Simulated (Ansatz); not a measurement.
# Al: molecular dynamics

Aim: ramp the temperature up and watch the lattice. Runs: 210 steps of 2 fs under a Langevin thermostat, set from 300 K to 1300 K by a schedule. The start is the crystal (fcc), its volume scaled by 1.15.

All numbers below are computed with Ansatz 0.2.0 (DFT PBE+D3(BJ), plane waves, PAW, scalar-relativistic, no spin polarisation).

## (1) The system as given

The cell holds 32 atoms (Al32): a = 8.486 Å, b = 8.486 Å, c = 8.486 Å, α = 90.00°, β = 90.00°, γ = 90.00°.

Its coordinates follow in the input file.

## (2) The run

210 steps of 2 fs under a Langevin thermostat, set from 300 K to 1300 K by a schedule.

input.yaml

```yaml
accuracy: low
crystal:
  lattice:
    - [8.486285, 0.0, 0.0]
    - [0.0, 8.486285, 0.0]
    - [0.0, 0.0, 8.486285]
  atoms:
    - { symbol: Al, position: [0.5, 0.0, 0.0] }
    - { symbol: Al, position: [0.75, 0.25, 0.0] }
    - { symbol: Al, position: [0.75, 0.0, 0.25] }
    - { symbol: Al, position: [0.0, 0.0, 0.0] }
    - { symbol: Al, position: [0.25, 0.25, 0.0] }
    - { symbol: Al, position: [0.5, 0.5, 0.0] }
    - { symbol: Al, position: [0.75, 0.75, 0.0] }
    - { symbol: Al, position: [0.25, 0.0, 0.25] }
    - { symbol: Al, position: [0.5, 0.25, 0.25] }
    - { symbol: Al, position: [0.75, 0.5, 0.25] }
    - { symbol: Al, position: [0.5, 0.0, 0.5] }
    - { symbol: Al, position: [0.75, 0.25, 0.5] }
    - { symbol: Al, position: [0.75, 0.0, 0.75] }
    - { symbol: Al, position: [0.0, 0.5, 0.0] }
    - { symbol: Al, position: [0.25, 0.75, 0.0] }
    - { symbol: Al, position: [0.0, 0.25, 0.25] }
    - { symbol: Al, position: [0.25, 0.5, 0.25] }
    - { symbol: Al, position: [0.5, 0.75, 0.25] }
    - { symbol: Al, position: [0.0, 0.0, 0.5] }
    - { symbol: Al, position: [0.25, 0.25, 0.5] }
    - { symbol: Al, position: [0.5, 0.5, 0.5] }
    - { symbol: Al, position: [0.75, 0.75, 0.5] }
    - { symbol: Al, position: [0.25, 0.0, 0.75] }
    - { symbol: Al, position: [0.5, 0.25, 0.75] }
    - { symbol: Al, position: [0.75, 0.5, 0.75] }
    - { symbol: Al, position: [0.0, 0.75, 0.25] }
    - { symbol: Al, position: [0.0, 0.5, 0.5] }
    - { symbol: Al, position: [0.25, 0.75, 0.5] }
    - { symbol: Al, position: [0.0, 0.25, 0.75] }
    - { symbol: Al, position: [0.25, 0.5, 0.75] }
    - { symbol: Al, position: [0.5, 0.75, 0.75] }
    - { symbol: Al, position: [0.0, 0.75, 0.75] }
basis:
  ecutwfc: 420.0
kpoints:
  mp_grid: { grid: [2, 2, 2] }
hamiltonian:
  xc: pbe
  dispersion: d3bj
scf:
  occupations: { method: fermi_dirac, width: 0.11 }
  lower_state_search: "off"
md:
  timestep: 2
  n_steps: 210
  ensemble: nvt_langevin
  temperature: 300.0
  initial_velocities: maxwell_boltzmann
  seed: 455563
  friction: 0.02
  temperature_schedule: [{ n_steps: 210, end_temperature: 1300.0 }]
```

Run with:

```console
ansatz run input.yaml --threads 2 --pin off --max-ram 5120MiB --backend cpu --events-out ev --progress --plain --runs-dir out
```

The log of the run:

```text
Warning: md: disabling space-group detection — thermal motion breaks the input geometry's symmetry, so no spatial operation reduces the k-mesh or symmetrises the density; time reversal is kept, so that k and −k are solved as one point where they differ and the mesh holds both, and exact exchange and, on two spinor components, a DFT+U term hold to it where the run has them: on two components no moment then forms, and a state that bears one, which a typed moment (crystal.atoms[].spin; refused beside efield: under a hybrid functional) reaches, can lie lower, under hf by electronvolts; crystal.symmetry.detect: false (a key that needs symmetry detection or time reversal refuses this as the deck is read) with time_reversal: false beside it drops time reversal too
Warning: RAYON_NUM_THREADS=2 ignored (pool sized by the plan → 2); use --threads N
Engine: ansatz 0.2.0, aarch64-unknown-linux-gnu
Pseudopotentials: kind: paw
Pseudopotential: Al, paw, valence charge 3, recommended cutoff 420 eV (normal), Al.paw.azcp
Functional definition: PBE
  parameter kappa = 0.804
  parameter beta = 0.06672455060314922
  exchange = pbe_x(kappa = kappa, mu = beta*pi^2/3)
  correlation = pbe_c(beta = beta)
Crystal: 32 atoms, lattice volume = 611.157 Å³
Basis set: ecut = 420 eV, 11981 PW (Γ), exchange–correlation on 120×120×120 points (8 copies of the dense FFT grid, shifted against one another)
Bands: 80, of which v1, the nominal top of the filled ones, is band 48 counted from 1 (47 counted from 0)
Symmetry: 1 space group operations
k-points: 8
Non-local potential: Al, projectors of the file, l = 0: 2, l = 1: 2, l = 2: 1
PAW form: soft (Blöchl's): semilocal exchange-correlation on the pseudo side does not see the compensation charge
PAW one-centre angular grid: Al, 110 points (default); XC on 64 Gauss nodes
Initial density: superposition of atomic densities (neutral atoms: chi_scale 0, normalization atom), corrected by the library's trained network
Initial wavefunctions: pseudopotential atomic-orbital guess
Functional: x = pbe(κ = 0.804, μ = 0.2195149727645171), c = pbe(β = 0.06672455060314922)
SCF iter   1: F=—  HF=-17207.148013 eV  |F-HF|=—  |Δ(HF+E_count)|=         —  Δρ=4.78e-4  dr2=1.41e-3  ethr=1.77e-3  ⟨swp⟩=5.9  Hψ=2948  notcnv=0
preconditioner: auto → Resta (q_TF=auto, 2.004 Å⁻¹)  ε∞=6.7  [insulator: Δε(μ)=0.427 eV  Ē_g=6.139 eV  σ=0.110 eV  W_gap=0.62  n_scr=80 (ndim 8)  ℏωp=14.7 eV  f_vac=0.000  D(μ)=15.05/eV (n_scr^D=92)  ε∞_Penn≈6.7]
SCF iter   2: F=—  HF=-17207.149195 eV  |F-HF|=—  |Δ(HF+E_count)|=   1.18e-3  Δρ=2.83e-4  dr2=5.22e-4  ethr=1.47e-6  ⟨swp⟩=2.5  Hψ=1080  notcnv=0
SCF iter   3: F=—  HF=-17207.149120 eV  |F-HF|=—  |Δ(HF+E_count)|=   7.46e-5  Δρ=3.33e-5  dr2=1.10e-5  ethr=5.44e-7  ⟨swp⟩=2.0  Hψ=1035  notcnv=0
SCF iter   4: F=—  HF=-17207.150852 eV  |F-HF|=—  |Δ(HF+E_count)|=   1.73e-3  Δρ=1.07e-5  dr2=6.85e-6  ethr=1.14e-8  ⟨swp⟩=2.8  Hψ=1071  notcnv=0
SCF iter   5: F=—  HF=-17207.150851 eV  |F-HF|=—  |Δ(HF+E_count)|=   8.10e-7  Δρ=2.42e-6  dr2=1.96e-7  ethr=7.14e-9  ⟨swp⟩=1.0  Hψ=634  notcnv=0
SCF iter   6: F=-17207.150851 eV  HF=-17207.150851 eV  |F-HF|=3.57e-10  |Δ(HF+E_count)|=   1.63e-8  Δρ=8.42e-7  dr2=4.54e-9  ethr=3.33e-11  ⟨swp⟩=4.0  Hψ=1637  notcnv=0
SCF 1 converged in 6 iterations: F = -17207.150851 eV  dr2 = 4.54e-9
md step     0: t =     0.00 fs  T =   290.6 K (target 300.0 K)  F+E_penalty+E_count = -17207.15085131 eV  E_kin = 1.202118 eV  (6 SCF iters)
Initial density: handed on by an earlier stage of this run
Initial wavefunctions: those handed on with the density
iter 1 solved again at ethr=5.93e-6 eV; its pass at ethr=3.10e-3 eV (dr2=5.70e-3 eV) is discarded
SCF iter   1: F=—  HF=-17207.146800 eV  |F-HF|=—  |Δ(HF+E_count)|=         —  Δρ=4.55e-4  dr2=7.05e-3  ethr=5.93e-6  ⟨swp⟩=2.6  Hψ=2678  notcnv=0
preconditioner: auto → Resta (q_TF=auto, 2.004 Å⁻¹)  ε∞=6.7  [insulator: Δε(μ)=0.383 eV  Ē_g=6.138 eV  σ=0.110 eV  W_gap=0.56  n_scr=80 (ndim 8)  ℏωp=14.7 eV  f_vac=0.000  D(μ)=15.04/eV (n_scr^D=92)  ε∞_Penn≈6.7]
SCF iter   2: F=—  HF=-17207.145791 eV  |F-HF|=—  |Δ(HF+E_count)|=   1.01e-3  Δρ=2.16e-4  dr2=6.79e-4  ethr=5.93e-6  ⟨swp⟩=1.9  Hψ=797  notcnv=0
SCF iter   3: F=—  HF=-17207.145662 eV  |F-HF|=—  |Δ(HF+E_count)|=   1.28e-4  Δρ=1.13e-4  dr2=1.25e-4  ethr=7.08e-7  ⟨swp⟩=1.4  Hψ=712  notcnv=0
SCF iter   4: F=—  HF=-17207.145607 eV  |F-HF|=—  |Δ(HF+E_count)|=   5.54e-5  Δρ=2.29e-5  dr2=3.82e-6  ethr=1.30e-7  ⟨swp⟩=2.1  Hψ=981  notcnv=0
SCF iter   5: F=—  HF=-17207.147329 eV  |F-HF|=—  |Δ(HF+E_count)|=   1.72e-3  Δρ=3.39e-6  dr2=9.98e-8  ethr=3.98e-9  ⟨swp⟩=2.0  Hψ=981  notcnv=0
SCF iter   6: F=-17207.147329 eV  HF=-17207.147329 eV  |F-HF|=2.90e-8  |Δ(HF+E_count)|=   2.42e-9  Δρ=7.53e-7  dr2=3.17e-8  ethr=3.33e-11  ⟨swp⟩=4.0  Hψ=1626  notcnv=0
SCF 2 converged in 6 iterations: F = -17207.147329 eV  dr2 = 3.17e-8
md step     1: t =     2.00 fs  T =   285.9 K (target 302.4 K)  F+E_penalty+E_count = -17207.14732890 eV  E_kin = 1.182481 eV  (6 SCF iters)
iter 1 solved again at ethr=6.52e-6 eV; its pass at ethr=3.10e-3 eV (dr2=6.26e-3 eV) is discarded
SCF iter   1: F=—  HF=-17207.136503 eV  |F-HF|=—  |Δ(HF+E_count)|=         —  Δρ=4.62e-4  dr2=7.58e-3  ethr=6.52e-6  ⟨swp⟩=3.0  Hψ=2716  notcnv=0
preconditioner: auto → Resta (q_TF=auto, 2.004 Å⁻¹)  ε∞=6.8  [insulator: Δε(μ)=0.350 eV  Ē_g=6.137 eV  σ=0.110 eV  W_gap=0.51  n_scr=80 (ndim 8)  ℏωp=14.7 eV  f_vac=0.000  D(μ)=15.01/eV (n_scr^D=92)  ε∞_Penn≈6.8]
SCF iter   2: F=—  HF=-17207.135442 eV  |F-HF|=—  |Δ(HF+E_count)|=   1.06e-3  Δρ=2.17e-4  dr2=6.99e-4  ethr=6.52e-6  ⟨swp⟩=1.5  Hψ=744  notcnv=0
SCF iter   3: F=—  HF=-17207.135312 eV  |F-HF|=—  |Δ(HF+E_count)|=   1.29e-4  Δρ=1.15e-4  dr2=1.30e-4  ethr=7.28e-7  ⟨swp⟩=1.5  Hψ=752  notcnv=0
SCF iter   4: F=—  HF=-17207.135276 eV  |F-HF|=—  |Δ(HF+E_count)|=   3.67e-5  Δρ=2.26e-5  dr2=3.69e-6  ethr=1.36e-7  ⟨swp⟩=2.2  Hψ=994  notcnv=0
SCF iter   5: F=—  HF=-17207.136808 eV  |F-HF|=—  |Δ(HF+E_count)|=   1.53e-3  Δρ=3.25e-6  dr2=1.40e-7  ethr=3.85e-9  ⟨swp⟩=2.0  Hψ=1018  notcnv=0
SCF iter   6: F=—  HF=-17207.136808 eV  |F-HF|=—  |Δ(HF+E_count)|=   1.62e-9  Δρ=1.04e-6  dr2=6.78e-8  ethr=3.33e-11  ⟨swp⟩=4.0  Hψ=1674  notcnv=0
SCF iter   7: F=-17207.136808 eV  HF=-17207.136808 eV  |F-HF|=8.37e-10  |Δ(HF+E_count)|=   6.52e-9  Δρ=3.94e-7  dr2=1.70e-9  ethr=3.33e-11  ⟨swp⟩=2.9  Hψ=1682  notcnv=0
SCF 3 converged in 7 iterations: F = -17207.136808 eV  dr2 = 1.70e-9
md step     2: t =     4.00 fs  T =   298.2 K (target 307.1 K)  F+E_penalty+E_count = -17207.13680762 eV  E_kin = 1.233469 eV  (7 SCF iters)
[... from here on, the SCF cycles and remarks between the steps are left out ...]
md step     3: t =     6.00 fs  T =   303.2 K (target 311.9 K)  F+E_penalty+E_count = -17207.11910229 eV  E_kin = 1.254219 eV  (5 SCF iters)
md step     4: t =     8.00 fs  T =   297.2 K (target 316.7 K)  F+E_penalty+E_count = -17207.09497011 eV  E_kin = 1.229395 eV  (5 SCF iters)
md step     5: t =    10.00 fs  T =   329.2 K (target 321.4 K)  F+E_penalty+E_count = -17207.06393998 eV  E_kin = 1.361474 eV  (5 SCF iters)
md step     6: t =    12.00 fs  T =   361.5 K (target 326.2 K)  F+E_penalty+E_count = -17207.02502836 eV  E_kin = 1.495316 eV  (5 SCF iters)
md step     7: t =    14.00 fs  T =   322.6 K (target 331.0 K)  F+E_penalty+E_count = -17206.98089093 eV  E_kin = 1.334345 eV  (5 SCF iters)
md step     8: t =    16.00 fs  T =   318.4 K (target 335.7 K)  F+E_penalty+E_count = -17206.93359257 eV  E_kin = 1.316933 eV  (4 SCF iters)
md step     9: t =    18.00 fs  T =   308.7 K (target 340.5 K)  F+E_penalty+E_count = -17206.88313744 eV  E_kin = 1.276922 eV  (5 SCF iters)
md step    10: t =    20.00 fs  T =   299.2 K (target 345.2 K)  F+E_penalty+E_count = -17206.82868018 eV  E_kin = 1.237705 eV  (5 SCF iters)
md step    11: t =    22.00 fs  T =   326.0 K (target 350.0 K)  F+E_penalty+E_count = -17206.77077063 eV  E_kin = 1.348559 eV  (5 SCF iters)
md step    12: t =    24.00 fs  T =   338.5 K (target 354.8 K)  F+E_penalty+E_count = -17206.70911451 eV  E_kin = 1.400092 eV  (5 SCF iters)
md step    13: t =    26.00 fs  T =   313.3 K (target 359.5 K)  F+E_penalty+E_count = -17206.64423447 eV  E_kin = 1.296062 eV  (4 SCF iters)
md step    14: t =    28.00 fs  T =   298.5 K (target 364.3 K)  F+E_penalty+E_count = -17206.58326963 eV  E_kin = 1.234616 eV  (5 SCF iters)
md step    15: t =    30.00 fs  T =   297.6 K (target 369.0 K)  F+E_penalty+E_count = -17206.52513165 eV  E_kin = 1.231140 eV  (5 SCF iters)
md step    16: t =    32.00 fs  T =   285.5 K (target 373.8 K)  F+E_penalty+E_count = -17206.46828987 eV  E_kin = 1.181009 eV  (5 SCF iters)
md step    17: t =    34.00 fs  T =   272.7 K (target 378.6 K)  F+E_penalty+E_count = -17206.41513618 eV  E_kin = 1.128150 eV  (5 SCF iters)
md step    18: t =    36.00 fs  T =   237.1 K (target 383.3 K)  F+E_penalty+E_count = -17206.36237103 eV  E_kin = 0.980693 eV  (4 SCF iters)
md step    19: t =    38.00 fs  T =   238.0 K (target 388.1 K)  F+E_penalty+E_count = -17206.31335148 eV  E_kin = 0.984299 eV  (5 SCF iters)
md step    20: t =    40.00 fs  T =   274.6 K (target 392.9 K)  F+E_penalty+E_count = -17206.26707624 eV  E_kin = 1.135696 eV  (5 SCF iters)
md step    21: t =    42.00 fs  T =   316.9 K (target 397.6 K)  F+E_penalty+E_count = -17206.22182165 eV  E_kin = 1.310780 eV  (5 SCF iters)
md step    22: t =    44.00 fs  T =   339.4 K (target 402.4 K)  F+E_penalty+E_count = -17206.18056564 eV  E_kin = 1.403870 eV  (5 SCF iters)
md step    23: t =    46.00 fs  T =   313.9 K (target 407.1 K)  F+E_penalty+E_count = -17206.14096618 eV  E_kin = 1.298475 eV  (5 SCF iters)
md step    24: t =    48.00 fs  T =   286.1 K (target 411.9 K)  F+E_penalty+E_count = -17206.10571311 eV  E_kin = 1.183317 eV  (5 SCF iters)
md step    25: t =    50.00 fs  T =   303.5 K (target 416.7 K)  F+E_penalty+E_count = -17206.06939767 eV  E_kin = 1.255471 eV  (5 SCF iters)
md step    26: t =    52.00 fs  T =   316.0 K (target 421.4 K)  F+E_penalty+E_count = -17206.02889525 eV  E_kin = 1.307142 eV  (5 SCF iters)
md step    27: t =    54.00 fs  T =   347.4 K (target 426.2 K)  F+E_penalty+E_count = -17205.99062092 eV  E_kin = 1.437071 eV  (5 SCF iters)
md step    28: t =    56.00 fs  T =   323.3 K (target 431.0 K)  F+E_penalty+E_count = -17205.95541604 eV  E_kin = 1.337278 eV  (5 SCF iters)
md step    29: t =    58.00 fs  T =   311.3 K (target 435.7 K)  F+E_penalty+E_count = -17205.92224615 eV  E_kin = 1.287587 eV  (5 SCF iters)
md step    30: t =    60.00 fs  T =   342.0 K (target 440.5 K)  F+E_penalty+E_count = -17205.89085327 eV  E_kin = 1.414760 eV  (5 SCF iters)
md step    31: t =    62.00 fs  T =   332.5 K (target 445.2 K)  F+E_penalty+E_count = -17205.86556463 eV  E_kin = 1.375213 eV  (5 SCF iters)
```

## (3) More of the same log: dynamics from the start

The log, continued:

```text
md step    32: t =    64.00 fs  T =   361.3 K (target 450.0 K)  F+E_penalty+E_count = -17205.84505115 eV  E_kin = 1.494453 eV  (5 SCF iters)
md step    33: t =    66.00 fs  T =   361.6 K (target 454.8 K)  F+E_penalty+E_count = -17205.82555846 eV  E_kin = 1.495630 eV  (5 SCF iters)
[... from here on, the SCF cycles and remarks between the steps are left out, and one step in 2 is shown ...]
md step    35: t =    70.00 fs  T =   329.6 K (target 464.3 K)  F+E_penalty+E_count = -17205.80126473 eV  E_kin = 1.363495 eV  (5 SCF iters)
md step    37: t =    74.00 fs  T =   371.5 K (target 473.8 K)  F+E_penalty+E_count = -17205.78234594 eV  E_kin = 1.536475 eV  (5 SCF iters)
md step    39: t =    78.00 fs  T =   388.4 K (target 483.3 K)  F+E_penalty+E_count = -17205.74467718 eV  E_kin = 1.606433 eV  (5 SCF iters)
md step    41: t =    82.00 fs  T =   444.6 K (target 492.9 K)  F+E_penalty+E_count = -17205.67477720 eV  E_kin = 1.838822 eV  (5 SCF iters)
md step    43: t =    86.00 fs  T =   467.5 K (target 502.4 K)  F+E_penalty+E_count = -17205.61504930 eV  E_kin = 1.933840 eV  (5 SCF iters)
md step    45: t =    90.00 fs  T =   510.2 K (target 511.9 K)  F+E_penalty+E_count = -17205.53581317 eV  E_kin = 2.110227 eV  (5 SCF iters)
md step    47: t =    94.00 fs  T =   484.8 K (target 521.4 K)  F+E_penalty+E_count = -17205.43889025 eV  E_kin = 2.005454 eV  (5 SCF iters)
md step    49: t =    98.00 fs  T =   467.1 K (target 531.0 K)  F+E_penalty+E_count = -17205.39624088 eV  E_kin = 1.932187 eV  (5 SCF iters)
md step    51: t =   102.00 fs  T =   474.0 K (target 540.5 K)  F+E_penalty+E_count = -17205.38772558 eV  E_kin = 1.960485 eV  (5 SCF iters)
md step    53: t =   106.00 fs  T =   554.2 K (target 550.0 K)  F+E_penalty+E_count = -17205.40342693 eV  E_kin = 2.292359 eV  (5 SCF iters)
md step    55: t =   110.00 fs  T =   503.7 K (target 559.5 K)  F+E_penalty+E_count = -17205.41043776 eV  E_kin = 2.083454 eV  (5 SCF iters)
md step    57: t =   114.00 fs  T =   440.7 K (target 569.0 K)  F+E_penalty+E_count = -17205.41333049 eV  E_kin = 1.822766 eV  (5 SCF iters)
md step    59: t =   118.00 fs  T =   427.2 K (target 578.6 K)  F+E_penalty+E_count = -17205.38794154 eV  E_kin = 1.767242 eV  (5 SCF iters)
md step    61: t =   122.00 fs  T =   463.3 K (target 588.1 K)  F+E_penalty+E_count = -17205.35493126 eV  E_kin = 1.916333 eV  (5 SCF iters)
md step    63: t =   126.00 fs  T =   491.3 K (target 597.6 K)  F+E_penalty+E_count = -17205.32806374 eV  E_kin = 2.032369 eV  (5 SCF iters)
md step    65: t =   130.00 fs  T =   486.5 K (target 607.1 K)  F+E_penalty+E_count = -17205.29736279 eV  E_kin = 2.012284 eV  (5 SCF iters)
md step    67: t =   134.00 fs  T =   505.4 K (target 616.7 K)  F+E_penalty+E_count = -17205.26114836 eV  E_kin = 2.090440 eV  (5 SCF iters)
md step    69: t =   138.00 fs  T =   555.4 K (target 626.2 K)  F+E_penalty+E_count = -17205.24435282 eV  E_kin = 2.297194 eV  (5 SCF iters)
md step    71: t =   142.00 fs  T =   512.5 K (target 635.7 K)  F+E_penalty+E_count = -17205.21891941 eV  E_kin = 2.119698 eV  (5 SCF iters)
md step    73: t =   146.00 fs  T =   530.2 K (target 645.2 K)  F+E_penalty+E_count = -17205.20167797 eV  E_kin = 2.193229 eV  (5 SCF iters)
md step    75: t =   150.00 fs  T =   567.6 K (target 654.8 K)  F+E_penalty+E_count = -17205.17546399 eV  E_kin = 2.347874 eV  (5 SCF iters)
md step    77: t =   154.00 fs  T =   508.6 K (target 664.3 K)  F+E_penalty+E_count = -17205.14232653 eV  E_kin = 2.103740 eV  (5 SCF iters)
md step    79: t =   158.00 fs  T =   431.1 K (target 673.8 K)  F+E_penalty+E_count = -17205.08475147 eV  E_kin = 1.782996 eV  (5 SCF iters)
md step    81: t =   162.00 fs  T =   439.8 K (target 683.3 K)  F+E_penalty+E_count = -17205.03018622 eV  E_kin = 1.819277 eV  (5 SCF iters)
md step    83: t =   166.00 fs  T =   426.6 K (target 692.9 K)  F+E_penalty+E_count = -17205.00568558 eV  E_kin = 1.764699 eV  (5 SCF iters)
md step    85: t =   170.00 fs  T =   450.6 K (target 702.4 K)  F+E_penalty+E_count = -17204.98965847 eV  E_kin = 1.863783 eV  (5 SCF iters)
md step    87: t =   174.00 fs  T =   488.3 K (target 711.9 K)  F+E_penalty+E_count = -17204.95034218 eV  E_kin = 2.019968 eV  (5 SCF iters)
md step    89: t =   178.00 fs  T =   523.4 K (target 721.4 K)  F+E_penalty+E_count = -17204.91663091 eV  E_kin = 2.165031 eV  (5 SCF iters)
md step    91: t =   182.00 fs  T =   500.8 K (target 731.0 K)  F+E_penalty+E_count = -17204.85821061 eV  E_kin = 2.071545 eV  (5 SCF iters)
md step    93: t =   186.00 fs  T =   541.6 K (target 740.5 K)  F+E_penalty+E_count = -17204.80284448 eV  E_kin = 2.240180 eV  (5 SCF iters)
md step    95: t =   190.00 fs  T =   554.1 K (target 750.0 K)  F+E_penalty+E_count = -17204.75445688 eV  E_kin = 2.291839 eV  (5 SCF iters)
md step    97: t =   194.00 fs  T =   483.3 K (target 759.5 K)  F+E_penalty+E_count = -17204.73756967 eV  E_kin = 1.999243 eV  (5 SCF iters)
md step    99: t =   198.00 fs  T =   572.8 K (target 769.0 K)  F+E_penalty+E_count = -17204.75153991 eV  E_kin = 2.369138 eV  (5 SCF iters)
md step   101: t =   202.00 fs  T =   565.1 K (target 778.6 K)  F+E_penalty+E_count = -17204.77125823 eV  E_kin = 2.337404 eV  (5 SCF iters)
md step   103: t =   206.00 fs  T =   606.8 K (target 788.1 K)  F+E_penalty+E_count = -17204.77223054 eV  E_kin = 2.509874 eV  (5 SCF iters)
md step   105: t =   210.00 fs  T =   666.4 K (target 797.6 K)  F+E_penalty+E_count = -17204.73718174 eV  E_kin = 2.756574 eV  (5 SCF iters)
md step   107: t =   214.00 fs  T =   738.5 K (target 807.1 K)  F+E_penalty+E_count = -17204.71801799 eV  E_kin = 3.054469 eV  (5 SCF iters)
md step   109: t =   218.00 fs  T =   857.1 K (target 816.7 K)  F+E_penalty+E_count = -17204.75862849 eV  E_kin = 3.545038 eV  (5 SCF iters)
md step   111: t =   222.00 fs  T =   909.2 K (target 826.2 K)  F+E_penalty+E_count = -17204.83404514 eV  E_kin = 3.760542 eV  (5 SCF iters)
md step   112: t =   224.00 fs  T =  1032.2 K (target 831.0 K)  F+E_penalty+E_count = -17204.87
[...]
SCF converged after 6 iterations
Free energy (F): -17203.309262 eV
Harris-Foulkes:  -17203.309262 eV  (|F-HF|=8.48e-10)
Internal energy: -17202.764621 eV  (E = F + TS)
E sigma→0 (E₀):  -17203.036942 eV
Entropy (-TS):   -0.544641 eV (-17.020 meV/atom)
Fermi energy:    6.284303 eV
--- Per-component energies (eV) ---
  E_band       = 225.143994
  E_kinetic    = 681.131711
  E_local      = 159.638313  (includes V_loc(G=0)·N_el)
  E_nonlocal   = 334.637859
  E_hartree    = 30.265366
  E_xc         = -1247.904799
  E_vxc        = -895.273006  (∫ρ·V_xc dr)
  E_paw        = -14952.642036  (= ΣΔE_a)
  E_vpaw       = -115.521547  (= ΣTr[D̂ρ^β])
  E_aug_tail   = -0.000065  (compensation charges beyond the density's cutoff)
  E_ewald      = -2198.610291
  E_disp       = -9.280680  (pairwise vdW)
  E_smearing   = -0.544641  (= −TS)
  E_closure    = 0.000000  (closes the sum)
  Σ components = -17203.309262   (vs F -17203.309262, Δ=0.00e0)
--- Forces (eV/Å), atoms counted from 1 ---
  atom   1  Al    -0.36359316    -0.57108577    -0.26693242
  atom   2  Al     0.49435153    -0.72899563     0.20856887
  atom   3  Al     0.00143576    -0.63591211    -0.43927986
  atom   4  Al    -0.08175299     0.25578004     0.56863854
  atom   5  Al    -0.01090343    -0.28835000    -0.12078161
  atom   6  Al    -0.23470341     0.61544074    -0.21754014
  atom   7  Al     0.37746321     0.62925638     0.53213287
  atom   8  Al    -1.38399577     0.97481911    -1.08688202
  atom   9  Al     0.29466313    -0.18072412     0.73429602
  atom  10  Al    -0.12482687     0.56712298     0.12144385
  atom  11  Al     1.70469449     0.50659323     0.98462648
  atom  12  Al    -0.03795076     0.02914862     0.99474402
  atom  13  Al     0.28967167    -0.49549297    -0.05283810
  atom  14  Al    -0.46723104     0.32568008    -0.51729287
  atom  15  Al    -0.25298667     0.35690876     0.07146462
  atom  16  Al    -0.21451443     0.01060427    -0.90939440
  atom  17  Al     0.83969962     0.38917082     0.63708406
  atom  18  Al     0.56707097    -0.53009322     0.17203079
  atom  19  Al     0.02549366    -0.86722754     0.51595361
  atom  20  Al     0.47703062    -0.70084211     0.23783273
  atom  21  Al     0.24242202     0.31867133    -0.17476263
  atom  22  Al    -0.20789883    -0.06541597     0.12773511
  atom  23  Al    -0.47241621    -0.68565918    -0.05263980
  atom  24  Al     0.21421593     0.87476374    -0.04290953
  atom  25  Al    -0.01796284    -0.21521537    -1.07699093
  atom  26  Al    -0.31991206    -0.05999814    -0.27115741
  atom  27  Al    -0.87188336     0.59493435     0.48683275
  atom  28  Al    -0.70182046     0.09218613    -0.29438589
  atom  29  Al     0.15234123     0.19030766    -0.67056485
  atom  30  Al    -0.31615683    -0.65229135    -0.24102158
  atom  31  Al     0.16434112     0.00986446     0.12766226
  atom  32  Al     0.23561112    -0.06395177    -0.08567709
  max |Σ_I F_I| component: 4.56e-6 eV/Å
--- MD trajectory: 210 steps, t = 0.0 → 420.0 fs ---
  final state: T = 1392.4 K   F+E_penalty+E_count = -17203.30926246 eV   E_kin = 5.759297 eV
```

It took 24 min on 2 threads of Arm Neoverse V2, shared host; peak memory 1.2 GiB.

(Part 1 of 2 ends here.)
